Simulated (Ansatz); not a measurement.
Structure: GaN built on the zincblende prototype, at its r2SCAN minimum. The symmetry is F-43m (No. 216, cubic); conventional cell a = 4.498 Å, 11.37 Å³ an atom. Around Ga lie 4 N at 1.95 Å; around N lie 4 Ga at 1.95 Å.

```cif
data_structure
_symmetry_space_group_name_H-M 'P 1'
_symmetry_Int_Tables_number 1
_cell_length_a 3.1805
_cell_length_b 3.1805
_cell_length_c 3.1805
_cell_angle_alpha 60.000
_cell_angle_beta 60.000
_cell_angle_gamma 60.000
_cell_volume 22.75
loop_
_atom_site_label
_atom_site_type_symbol
_atom_site_fract_x
_atom_site_fract_y
_atom_site_fract_z
_atom_site_occupancy
Ga1 Ga 0.00000 0.00000 0.00000 1
N1 N 0.25000 0.25000 0.25000 1
```

4 runs of Ansatz 0.2.0 on this cell differ in the functional (and in the settings that go with it). Levels are in eV from each run's valence top; v1 is the last filled band, c1 the first empty one.

Run A, mean stress 0.0 GPa (compression positive):

| point | v2 | v1 | c1 | c2 |
| --- | --- | --- | --- | --- |
| Γ | 0.00 | 0.00 | 2.17 | 11.06 |
| X | -2.80 | -2.80 | 3.77 | 7.30 |
| U | -4.37 | -2.25 | 5.48 | 8.60 |
| L | -1.00 | -1.00 | 5.22 | 9.48 |

Run B, mean stress +6.2 GPa (compression positive):

| point | v2 | v1 | c1 | c2 |
| --- | --- | --- | --- | --- |
| Γ | 0.00 | 0.00 | 1.76 | 10.35 |
| X | -2.72 | -2.72 | 3.36 | 6.70 |
| U | -4.28 | -2.19 | 5.01 | 7.91 |
| L | -0.97 | -0.97 | 4.68 | 8.75 |

Run C, mean stress 0.0 GPa (compression positive):

| point | v2 | v1 | c1 | c2 |
| --- | --- | --- | --- | --- |
| Γ | 0.00 | 0.00 | 3.01 | 11.96 |
| X | -2.92 | -2.92 | 4.45 | 8.19 |
| U | -4.61 | -2.35 | 6.23 | 9.64 |
| L | -1.05 | -1.05 | 6.12 | 10.44 |

Run D, mean stress -0.2 GPa (compression positive):

| point | v2 | v1 | c1 | c2 |
| --- | --- | --- | --- | --- |
| Γ | 0.00 | 0.00 | 3.70 | 12.71 |
| X | -2.95 | -2.95 | 5.18 | 8.93 |
| U | -4.65 | -2.37 | 6.96 | 10.40 |
| L | -1.06 | -1.06 | 6.85 | 11.20 |

Q: Match the runs to PBE, r2SCAN, HSE06, PBE0.

A: A is r2SCAN, B is PBE, C is HSE06, D is PBE0. In order of the gap: PBE 1.76, r2SCAN 2.17, HSE06 3.01, PBE0 3.70 eV.

No spin polarisation and no zero-point or thermal motion.

The runs are scalar-relativistic, without spin-orbit coupling.

The stress of a hybrid is loosely converged in these runs.

The meshes of the hybrids are coarse, so their gaps aren't converged to the digits shown.
